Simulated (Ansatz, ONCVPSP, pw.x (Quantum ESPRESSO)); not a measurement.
# pw.x on fcc F: one setting changed

Potential: optimised norm-conserving Vanderbilt (ONCV), ONCVPSP 4.0.1, PBE; core [He], reference 2s2 2p4.5; waves: 2s: rc 0.70 bohr, ncon 3, nbas 7, qcut 11.5 1/bohr, 2 projectors, debl 1.6 Ha; 2p: rc 1.20 bohr, ncon 4, nbas 8, qcut 11.5 1/bohr, 1 projector; local part: polynomial inside 0.45 bohr (lpopt 5, dvloc0 -1 Ha); core correction: Teter function, fcfact 3.75, rcfact 1.8.

The reference run (k-mesh 16³, cutoffs 165/660 Ry, Fermi–Dirac 0.01 Ry, mixing_beta 0.4, conv_thr 1e-9, no spin) gives 0.03 GPa at 10.423 Å³/atom, where all-electron LAPW gives 0.02 GPa. This run, with its own iteration cap, changes smearing to mp.

```
&control
  calculation='scf', prefix='x', pseudo_dir='./', outdir='./tmp', tstress=.true., disk_io='none'
/
&system
  ibrav=0, nat=1, ntyp=1, ecutwfc=165, ecutrho=660, nbnd=11,
  occupations='smearing', smearing='mp', degauss=0.01
/
&electrons
  conv_thr=1e-09, mixing_beta=0.4, electron_maxstep=50
/
ATOMIC_SPECIES
F 1.0 F.UPF
CELL_PARAMETERS angstrom
  0.00000000 1.73375442 1.73375442
  1.73375442 0.00000000 1.73375442
  1.73375442 1.73375442 0.00000000
ATOMIC_POSITIONS crystal
F 0.0000 0.0000 0.0000
K_POINTS automatic
16 16 16 0 0 0
```

```bash
pw.x < F.scf.in > F.scf.out
```

Problem. How does the run end?

Solution. It converges in 8 iterations; the free energy moves by +82.5 meV/atom and the pressure by -1.72 GPa. This scheme is built to cancel the term in the square of the width that Fermi–Dirac smearing leaves in the F of a metal.

```
Message from routine setup:
     using ibrav=0 with symmetry is DISCOURAGED, use correct ibrav instead
     lattice parameter (alat)  =       4.6334  a.u.
     unit-cell volume          =      70.3379 (a.u.)^3
     number of electrons       =         7.00
     number of Kohn-Sham states=           11
     kinetic-energy cutoff     =     165.0000  Ry
     charge density cutoff     =     660.0000  Ry
     scf convergence threshold =      1.0E-09
     Exchange-correlation= PBE
     number of k points=   145  Methfessel-Paxton smearing, width (Ry)=  0.0100
     iteration #  1     ecut=   165.00 Ry     beta= 0.40
     total energy              =     -50.22088103 Ry
     estimated scf accuracy    <       0.15819122 Ry
     iteration #  2     ecut=   165.00 Ry     beta= 0.40
     total energy              =     -50.23884092 Ry
     estimated scf accuracy    <       0.00541042 Ry
     iteration #  3     ecut=   165.00 Ry     beta= 0.40
     total energy              =     -50.24011820 Ry
     estimated scf accuracy    <       0.00005008 Ry
     iteration #  4     ecut=   165.00 Ry     beta= 0.40
     total energy              =     -50.24009732 Ry
     estimated scf accuracy    <       0.00015289 Ry
     iteration #  5     ecut=   165.00 Ry     beta= 0.40
     total energy              =     -50.24010165 Ry
     estimated scf accuracy    <       0.00000007 Ry
     iteration #  6     ecut=   165.00 Ry     beta= 0.40
     total energy              =     -50.24010171 Ry
     estimated scf accuracy    <       0.00000001 Ry
     iteration #  7     ecut=   165.00 Ry     beta= 0.40
     total energy              =     -50.24010171 Ry
     estimated scf accuracy    <          2.5E-09 Ry
     iteration #  8     ecut=   165.00 Ry     beta= 0.40
     the Fermi energy is    -1.3714 ev
!    total energy              =     -50.24010171 Ry
     estimated scf accuracy    <          9.4E-11 Ry
     smearing contrib. (-TS)   =      -0.00007170 Ry
     The total energy is F=E-TS. E is the sum of the following terms:
     one-electron contribution =     -16.46696780 Ry
     hartree contribution      =      12.21926603 Ry
     xc contribution           =     -11.70718948 Ry
     ewald contribution        =     -34.28513875 Ry
     convergence has been achieved in   8 iterations
          total   stress  (Ry/bohr**3)                   (kbar)     P=      -16.85
     Message from routine punch:
     Nothing written, as per user request (disk_io='none')
```

The run took about 23 s on one core of a shared server CPU.
